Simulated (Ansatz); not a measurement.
C (space group Fmmm) relaxed with several functionals in Ansatz (plane waves to 420 eV, scalar-relativistic PAW, no spin-orbit coupling, symmetry kept). The database cell has 8.74 Å³/atom; its temperature or method isn't stated, so the comparison with it is no error of the functional. No moments.

```tsv
functional	conventional cell	V (Å³/atom)	against the database cell (%)	gap on mesh (eV)	largest moment (μB)
PBE+D3(BJ)	a = 2.466 Å, b = 4.268 Å, c = 6.784 Å, α = 90.00°, β = 90.00°, γ = 90.00°	8.92	2.1	0.07	0.00
PBEsol	a = 2.459 Å, b = 4.258 Å, c = 7.320 Å, α = 90.00°, β = 90.00°, γ = 90.00°	9.58	9.6	0.05	0.00
PBE	a = 2.467 Å, b = 4.272 Å, c = 8.476 Å, α = 90.00°, β = 90.00°, γ = 90.00°	11.16	27.7	0.02	0.00
```

This form isn't the element's structure at ambient conditions.